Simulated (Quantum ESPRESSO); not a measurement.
# Zn (P6_3/mmc) in Quantum ESPRESSO: further runs

The runs below take Zn through single point, equation of state, with r2SCAN.

Everything below comes from runs of Quantum ESPRESSO 7.5. Logs are shortened: lines on timing, memory, paths and dates and some standing lists are left out, and cuts for length are marked.

## 1. The crystal as given

The structure is hexagonal, space group P6_3/mmc (No. 194). The conventional cell has a = 2.670 Å, b = 2.670 Å, c = 4.966 Å, α = 90.00°, β = 90.00°, γ = 120.00°. Zn (site symmetry -6m2) is surrounded by 12 Zn at 2.67 to 2.92 Å.

## 2. Single point, r2SCAN, 14.41 Å³/atom

File pw.in:

```
&CONTROL
  calculation = 'scf'
  prefix = 'pwscf'
  outdir = './tmp'
  pseudo_dir = './pseudo'
  tstress = .true.
  disk_io = 'nowf'
/
&SYSTEM
  ibrav = 0
  nat = 2
  ntyp = 1
  ecutwfc = 70
  nbnd = 28
  input_dft = 'r2scan'
  occupations = 'smearing'
  smearing = 'fd'
  degauss = 0.00367493
  nosym = .true.
  nr1 = 36
  nr2 = 36
  nr3 = 60
/
&ELECTRONS
  conv_thr = 1d-08
  electron_maxstep = 120
  mixing_beta = 0.5
/
ATOMIC_SPECIES
Zn    65.3800 Zn_ONCV_PBE-1.2.upf
CELL_PARAMETERS angstrom
   2.6154949103    0.0000000000    0.0000000000
  -1.3077474551    2.2650850358    0.0000000000
   0.0000000000    0.0000000000    4.8646246159
ATOMIC_POSITIONS crystal
Zn     0.6666666667    0.3333333333    0.7500000000
Zn     0.3333333333    0.6666666667    0.2500000000
K_POINTS automatic
6 6 3 0 0 0
```

Potentials or basis: SG15 PBE 1.2.

On the command line:

```
> OMP_NUM_THREADS=1 mpirun -n 4 pw.x -nk 2 -in pw.in > pw.out
```

pw.out:

```text
This program is part of the open-source Quantum ESPRESSO suite
     for quantum simulation of materials; please cite
         "P. Giannozzi et al., J. Phys.:Condens. Matter 21 395502 (2009);
         "P. Giannozzi et al., J. Phys.:Condens. Matter 29 465901 (2017);
         "P. Giannozzi et al., J. Chem. Phys. 152 154105 (2020);
     in publications or presentations arising from this work. More details at

     IMPORTANT: XC functional enforced from input :
     Exchange-correlation= R2SCAN
                           (   0   0   0   0   0 497 498)
     Any further DFT definition will be discarded
     Please, verify this is what you really want

     K-points division:     npool     =       2
     Subspace diagonalization in iterative solution of the eigenvalue problem:
     a serial algorithm will be used

     --------------------
     sticks:   dense  smooth     PW     G-vecs:    dense   smooth      PW
     Min         237     237     81                 7717     7717    1486
     Max         238     238     82                 7722     7722    1489
     Sum         475     475    163                15439    15439    2975

     Using Slab Decomposition

     bravais-lattice index     =            0
     lattice parameter (alat)  =       4.9426  a.u.
     unit-cell volume          =     194.4842 (a.u.)^3
     number of atoms/cell      =            2
     number of atomic types    =            1
     number of electrons       =        40.00
     number of Kohn-Sham states=           28
     kinetic-energy cutoff     =      70.0000  Ry
     charge density cutoff     =     280.0000  Ry
     scf convergence threshold =      1.0E-08
     mixing beta               =       0.5000
     number of iterations used =            8  plain     mixing
     Exchange-correlation= R2SCAN
                           (   0   0   0   0   0 497 498)

     celldm(1)=   4.942569  celldm(2)=   0.000000  celldm(3)=   0.000000
     celldm(4)=   0.000000  celldm(5)=   0.000000  celldm(6)=   0.000000

     crystal axes: (cart. coord. in units of alat)
               a(1) = (   1.000000   0.000000   0.000000 )
               a(2) = (  -0.500000   0.866025   0.000000 )
               a(3) = (   0.000000   0.000000   1.859925 )

     reciprocal axes: (cart. coord. in units 2 pi/alat)
               b(1) = (  1.000000  0.577350 -0.000000 )
               b(2) = (  0.000000  1.154701  0.000000 )
               b(3) = (  0.000000 -0.000000  0.537656 )

     PseudoPot. # 1 for Zn read from file:
     Zn_ONCV_PBE-1.2.upf
     Pseudo is Norm-conserving, Zval = 20.0
     Generated using ONCVPSP code by D. R. Hamann
     Using radial grid of  602 points,  6 beta functions with:
                l(1) =   0
                l(2) =   0
                l(3) =   1
                l(4) =   1
                l(5) =   2
                l(6) =   2

     atomic species   valence    mass     pseudopotential
     Zn               20.00    65.38000     Zn( 1.00)

     No symmetry found

   Cartesian axes

     site n.     atom                  positions (alat units)
         1        Zn     tau(   1) = (   0.5000000   0.2886751   1.3949438  )
         2        Zn     tau(   2) = (  -0.0000000   0.5773503   0.4649813  )

     number of k points=    56  Fermi-Dirac smearing, width (Ry)=  0.0037
                       cart. coord. in units 2pi/alat
        k(    1) = (   0.0000000   0.0000000   0.0000000), wk =   0.0185185
        k(    2) = (   0.0000000   0.0000000   0.1792187), wk =   0.0370370
        k(    3) = (   0.0000000   0.1924501   0.0000000), wk =   0.0370370
        k(    4) = (   0.0000000   0.1924501   0.1792187), wk =   0.0370370
        k(    5) = (   0.0000000   0.1924501  -0.1792187), wk =   0.0370370
        k(    6) = (   0.0000000   0.3849002   0.0000000), wk =   0.0370370
[... 48 lines left out ...]
        k(   55) = (  -0.5000000  -0.8660254   0.0000000), wk =   0.0185185
        k(   56) = (  -0.5000000  -0.8660254   0.1792187), wk =   0.0370370

     Dense  grid:    15439 G-vectors     FFT dimensions: (  36,  36,  60)

     WARNING: libxc functional with ID  497 depends
      on external parameters: check the user_guide of
      QE if you need to modify them or to check their
      default values.

     WARNING: libxc functional with ID  498 depends
      on external parameters: check the user_guide of
      QE if you need to modify them or to check their
      default values.

     Initial potential from superposition of free atoms

     starting charge      39.9546, renormalised to      40.0000
     Starting wfcs are random

     Self-consistent Calculation

     iteration #  1     ecut=    70.00 Ry     beta= 0.50
     Davidson diagonalization with overlap
     ethr =  1.00E-02,  avg # of iterations =  9.8

     total energy              =    -800.76798077 Ry
     estimated scf accuracy    <     386.27309667 Ry
[... 64 lines left out ...]
     iteration # 11     ecut=    70.00 Ry     beta= 0.50
     Davidson diagonalization with overlap
     ethr =  1.24E-10,  avg # of iterations =  1.0

     End of self-consistent calculation

          k = 0.0000 0.0000 0.0000 (  1933 PWs)   bands (ev):

  -114.1846-114.1833 -67.1644 -67.1644 -67.1626 -67.1626 -67.1471 -67.1307
     5.1265   7.1450   7.9681   8.1877   8.1877   8.2444   8.2444   8.6542
     8.6542   8.8846   8.8846  12.3724  13.3639  31.2998  34.8505  35.7413
    35.7413  36.8701  37.2829  37.2829
[... 339 lines left out ...]
  -114.1803-114.1801 -67.1971 -67.1963 -67.1787 -67.1775 -67.1359 -67.1332
     7.6052   7.6660   7.8829   7.9000   8.3020   8.5330   8.6077   8.6690
     8.8125   8.9898  12.7819  14.9014  18.4965  20.4915  23.4122  24.2599
    25.8402  28.6810  31.9264  34.5709

          k =-0.5000-0.0962-0.1792 (  1918 PWs)   bands (ev):

  -114.1803-114.1801 -67.1971 -67.1963 -67.1787 -67.1775 -67.1359 -67.1332
     7.6052   7.6660   7.8829   7.9000   8.3020   8.5330   8.6077   8.6690
     8.8125   8.9898  12.7819  14.9014  18.4965  20.4915  23.4122  24.2599
    25.8402  28.6810  31.9264  34.5709

          k =-0.5000 0.0962 0.0000 (  1924 PWs)   bands (ev):

  -114.1804-114.1800 -67.1973 -67.1958 -67.1792 -67.1768 -67.1375 -67.1321
     7.6109   7.7216   7.7528   8.2062   8.3472   8.3503   8.4232   8.7157
     8.7838   8.9795  12.1202  17.0524  18.7678  19.4834  22.6236  23.9294
    24.9712  28.8854  29.9888  38.1410

          k =-0.5000 0.0962 0.1792 (  1918 PWs)   bands (ev):

  -114.1803-114.1801 -67.1971 -67.1963 -67.1787 -67.1775 -67.1359 -67.1332
     7.6052   7.6660   7.8829   7.9000   8.3020   8.5330   8.6077   8.6690
     8.8125   8.9898  12.7819  14.9014  18.4965  20.4915  23.4122  24.2599
    25.8402  28.6810  31.9264  34.5709

          k =-0.5000 0.0962-0.1792 (  1918 PWs)   bands (ev):

  -114.1803-114.1801 -67.1971 -67.1963 -67.1787 -67.1775 -67.1359 -67.1332
     7.6052   7.6660   7.8829   7.9000   8.3020   8.5330   8.6077   8.6690
     8.8125   8.9898  12.7819  14.9014  18.4965  20.4915  23.4122  24.2599
    25.8402  28.6810  31.9264  34.5709
[... 10 lines left out ...]
  -114.1803-114.1801 -67.2019 -67.2010 -67.1740 -67.1726 -67.1360 -67.1333
     7.3534   7.3762   7.7214   7.8454   8.5040   8.6672   8.7428   8.9279
     9.0580   9.0683  13.8437  14.3906  17.3153  17.4643  25.6846  26.0500
    28.5293  31.0214  31.9626  32.8161

     the Fermi energy is    16.8689 ev

!    total energy              =    -800.81214381 Ry
     estimated scf accuracy    <          1.3E-09 Ry
     smearing contrib. (-TS)   =      -0.00035015 Ry
     internal energy E=F+TS    =    -800.81179366 Ry

     The total energy is F=E-TS. E is the sum of the following terms:
     one-electron contribution =    -476.88368939 Ry
     hartree contribution      =     250.32608645 Ry
     xc contribution           =     -73.15645883 Ry
     ewald contribution        =    -501.09773188 Ry

     convergence has been achieved in  11 iterations

     Computing stress (Cartesian axis) and pressure

          total   stress  (Ry/bohr**3)                   (kbar)     P=       11.04
  -0.00009269   0.00000000   0.00000000          -13.63        0.00        0.00
   0.00000000  -0.00009269   0.00000000            0.00      -13.63        0.00
   0.00000000   0.00000000   0.00041059            0.00        0.00       60.40

=------------------------------------------------------------------------------=
   JOB DONE.
=------------------------------------------------------------------------------=
```

Wall time 85 s (4 MPI ranks of Arm Neoverse V2, shared host); peak memory 0.28 GiB.

Results:

* Free energy: -10895.6043 eV
* Pressure: 1.1 GPa
* Band gap on the k mesh: none (metal or under the smearing width)

Caveat: the k mesh is coarse (spacing up to 0.46 Å⁻¹), so the values aren't converged; the potentials were made for another functional, which shifts forces and pressure.

## 3. Single point, r2SCAN, 14.72 Å³/atom

pw.in, as its differences from that of step 2:

```diff
@@ -31,5 +31,5 @@
 CELL_PARAMETERS angstrom
-   2.6154949103    0.0000000000    0.0000000000
-  -1.3077474551    2.2650850358    0.0000000000
-   0.0000000000    0.0000000000    4.8646246159
+   2.6339144954    0.0000000000    0.0000000000
+  -1.3169572477    2.2810368644    0.0000000000
+   0.0000000000    0.0000000000    4.8988836645
 ATOMIC_POSITIONS crystal
```

Potentials or basis: SG15 PBE 1.2.

On the command line:

```
> OMP_NUM_THREADS=1 mpirun -n 4 pw.x -nk 2 -in pw.in > pw.out
```

Run time: 91 s. Hardware: 4 MPI ranks of Arm Neoverse V2, shared host; peak memory 0.28 GiB.

It converged, with:

```
Free energy            : -10895.6054 eV
Pressure               : -0.8 GPa
Band gap on the k mesh : none (metal or under the smearing width)
```

Caveat: the k mesh is coarse (spacing up to 0.46 Å⁻¹), so the values aren't converged; the potentials were made for another functional, which shifts forces and pressure.

## 4. Single point, r2SCAN, 15.02 Å³/atom

pw.in, as its differences from that of step 3:

```diff
@@ -31,5 +31,5 @@
 CELL_PARAMETERS angstrom
-   2.6339144954    0.0000000000    0.0000000000
-  -1.3169572477    2.2810368644    0.0000000000
-   0.0000000000    0.0000000000    4.8988836645
+   2.6520799970    0.0000000000    0.0000000000
+  -1.3260399985    2.2967686502    0.0000000000
+   0.0000000000    0.0000000000    4.9326701367
 ATOMIC_POSITIONS crystal
```

On the command line:

```
> OMP_NUM_THREADS=1 mpirun -n 4 pw.x -nk 2 -in pw.in > pw.out
```

It took 86 s on 4 MPI ranks of Arm Neoverse V2, shared host; peak memory 0.28 GiB.

The run converged. Its results:

```yaml
Free_energy: -10895.5998 eV
Pressure: -2.4 GPa
Band_gap_on_the_k_mesh: none (metal or under the smearing width)
```

Caveat: the k mesh is coarse (spacing up to 0.46 Å⁻¹), so the values aren't converged; the potentials were made for another functional, which shifts forces and pressure.

## 5. Single point, r2SCAN, 15.33 Å³/atom

pw.in, as its differences from that of step 4:

```diff
@@ -31,5 +31,5 @@
 CELL_PARAMETERS angstrom
-   2.6520799970    0.0000000000    0.0000000000
-  -1.3260399985    2.2967686502    0.0000000000
-   0.0000000000    0.0000000000    4.9326701367
+   2.6700000000    0.0000000000    0.0000000000
+  -1.3350000000    2.3122878281    0.0000000000
+   0.0000000000    0.0000000000    4.9660000000
 ATOMIC_POSITIONS crystal
```

On the command line:

```
> OMP_NUM_THREADS=1 mpirun -n 4 pw.x -nk 2 -in pw.in > pw.out
```

Wall time 86 s (4 MPI ranks of Arm Neoverse V2, shared host); peak memory 0.28 GiB.

It converged, with:

```
Free energy            : -10895.5884 eV
Pressure               : -3.8 GPa
Band gap on the k mesh : none (metal or under the smearing width)
```

Caveat: the k mesh is coarse (spacing up to 0.45 Å⁻¹), so the values aren't converged; the potentials were made for another functional, which shifts forces and pressure.

## 6. Single point, r2SCAN, 15.64 Å³/atom

pw.in, as its differences from that of step 5:

```diff
@@ -31,5 +31,5 @@
 CELL_PARAMETERS angstrom
-   2.6700000000    0.0000000000    0.0000000000
-  -1.3350000000    2.3122878281    0.0000000000
-   0.0000000000    0.0000000000    4.9660000000
+   2.6876826345    0.0000000000    0.0000000000
+  -1.3438413173    2.3276014388    0.0000000000
+   0.0000000000    0.0000000000    4.9988883757
 ATOMIC_POSITIONS crystal
```

Potentials or basis: SG15 PBE 1.2.

On the command line:

```
> OMP_NUM_THREADS=1 mpirun -n 4 pw.x -nk 2 -in pw.in > pw.out
```

Wall time 86 s (4 MPI ranks of Arm Neoverse V2, shared host); peak memory 0.28 GiB.

The run converged. Its results:

```
Free energy            : -10895.5718 eV
Pressure               : -5.1 GPa
Band gap on the k mesh : none (metal or under the smearing width)
```

Caveat: the k mesh is coarse (spacing up to 0.45 Å⁻¹), so the values aren't converged; the potentials were made for another functional, which shifts forces and pressure.

## 7. Single point, r2SCAN, 15.94 Å³/atom

pw.in, as its differences from that of step 6:

```diff
@@ -31,5 +31,5 @@
 CELL_PARAMETERS angstrom
-   2.6876826345    0.0000000000    0.0000000000
-  -1.3438413173    2.3276014388    0.0000000000
-   0.0000000000    0.0000000000    4.9988883757
+   2.7051356082    0.0000000000    0.0000000000
+  -1.3525678041    2.3427161574    0.0000000000
+   0.0000000000    0.0000000000    5.0313495994
 ATOMIC_POSITIONS crystal
```

On the command line:

```
> OMP_NUM_THREADS=1 mpirun -n 4 pw.x -nk 2 -in pw.in > pw.out
```

Run time: 92 s. Hardware: 4 MPI ranks of Arm Neoverse V2, shared host; peak memory 0.28 GiB.

Results (log left out):

| Quantity | Value |
| --- | --- |
| Free energy | -10895.5507 eV |
| Pressure | -6.2 GPa |
| Band gap on the k mesh | none (metal or under the smearing width) |

Caveat: the k mesh is coarse (spacing up to 0.45 Å⁻¹), so the values aren't converged; the potentials were made for another functional, which shifts forces and pressure.

## 8. Single point, r2SCAN, 16.25 Å³/atom

pw.in, as its differences from that of step 7:

```diff
@@ -31,5 +31,5 @@
 CELL_PARAMETERS angstrom
-   2.7051356082    0.0000000000    0.0000000000
-  -1.3525678041    2.3427161574    0.0000000000
-   0.0000000000    0.0000000000    5.0313495994
+   2.7223662359    0.0000000000    0.0000000000
+  -1.3611831179    2.3576383187    0.0000000000
+   0.0000000000    0.0000000000    5.0633972761
 ATOMIC_POSITIONS crystal
```

On the command line:

```
> OMP_NUM_THREADS=1 mpirun -n 4 pw.x -nk 2 -in pw.in > pw.out
```

Wall time 97 s (4 MPI ranks of Arm Neoverse V2, shared host); peak memory 0.28 GiB.

The run converged. Its results:

```
Free energy            : -10895.5258 eV
Pressure               : -7.1 GPa
Band gap on the k mesh : none (metal or under the smearing width)
```

Caveat: the k mesh is coarse (spacing up to 0.44 Å⁻¹), so the values aren't converged; the potentials were made for another functional, which shifts forces and pressure.

## 9. Equation of state, r2SCAN

Potentials or basis: SG15 PBE 1.2.

This step only gathers the single runs of the series.

What came out:

- Equilibrium volume: 14.61 Å³/atom
- Bulk modulus at fixed shape and positions: 88 GPa
- Pressure derivative of the bulk modulus: 5.6

Energy against volume, from the lowest point:
| volume (Å³/atom) | energy (meV/atom) |
| --- | --- |
| 14.410 | 0.58 |
| 14.716 | 0.00 |
| 15.023 | 2.79 |
| 15.330 | 8.53 |
| 15.636 | 16.84 |
| 15.943 | 27.37 |
| 16.249 | 39.81 |

Caveat: the k mesh is coarse (spacing up to 0.45 Å⁻¹), so the values aren't converged; the potentials were made for another functional, which shifts forces and pressure; the cell was scaled at fixed shape and fractional positions, which overstates the stiffness of a crystal with free parameters, most of all of layers and chains.
